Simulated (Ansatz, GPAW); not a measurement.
Given: the input of a run of GPAW 26.7.0 (ASE script) on Sb (Antimony). 

Contents of run.py:

```python
from ase.dft.bandgap import bandgap
from ase.io import read, write
from ase.units import GPa
from gpaw import GPAW, PW

atoms = read('Sb.xyz')

calc = GPAW(mode=PW(600),
            xc='PBE',
            kpts={'size': (8, 8, 8), 'gamma': True},
            occupations={'name': 'methfessel-paxton', 'order': 0, 'width': 0.015},
            nbands=25,
            convergence={'density': 1e-05, 'energy': 1e-05},
            maxiter=150,
            txt='gpaw.txt')
atoms.calc = calc
energy = atoms.get_potential_energy()
forces = atoms.get_forces()
stress = atoms.get_stress()
calc.write('gs.gpw')
write('result.traj', atoms)
print(f'Energy: {energy:.6f} eV')
print('Forces (eV/A):')
print(forces.round(4))
print('Stress (GPa):', (stress / GPa).round(3))
print('Fermi level:', round(calc.get_fermi_level(), 4), 'eV')
print(f'Gap: {bandgap(calc)[0]:.4f} eV, direct: {bandgap(calc, direct=True)[0]:.4f} eV')
```

The input Sb.xyz:

```xyz
2
Lattice="2.1542000000 1.2437279499 3.7580000000 -2.1542000000 1.2437279499 3.7580000000 0.0000000000 -2.4874558998 3.7580000000" Properties=species:S:1:pos:R:3 pbc="T T T"
Sb     0.0000000000      0.0000000000      8.6416337400
Sb     0.0000000000      0.0000000000      2.6323662600
```

Potentials or basis: GPAW PAW data sets (gpaw-data 1.2.1), pw.

Run with:

```bash
$ OMP_NUM_THREADS=1 python run.py
```

Set up the same calculation for Ansatz 0.2.0. Potentials or basis there: all-electron LAPW, scalar-relativistic.

As run (cutoffs and basis follow the program's own potentials, and thresholds, step limits or extra output files can differ):

Contents of input.yaml:

```yaml
crystal:
  lattice:
    - [2.1542, 1.2437279499, 3.758]
    - [-2.1542, 1.2437279499, 3.758]
    - [0.0, -2.4874558998, 3.758]
  atoms:
    - { symbol: Sb, position: [0.76651, 0.76651, 0.76651] }
    - { symbol: Sb, position: [0.23349, 0.23349, 0.23349] }
kpoints:
  mp_grid: { grid: [8, 8, 8] }
scf:
  occupations: { method: gaussian, width: 0.015 }
hamiltonian:
  xc: pbe
  pseudopotentials: { kind: all_electron, lapw: { basis_error: 0.001 } }
output:
  forces: true
  stress: true
  eigenvalues: true
```

Potentials or basis: all-electron LAPW, scalar-relativistic.

Launch:

```console
$ ansatz run input.yaml --threads 1 --pin off --max-ram 3072MiB --backend cpu --events-out ev --progress --plain --runs-dir out
```

Both were run:

|  | GPAW | Ansatz |
| --- | --- | --- |
| Pressure | 2.4 GPa | 2.7 GPa |
| Largest force | 0.124 eV/Å | 0.141 eV/Å |

Where Ansatz's input types no cutoff or centring, it takes its own default and a Γ-centred mesh.

Pressure is positive in compression.
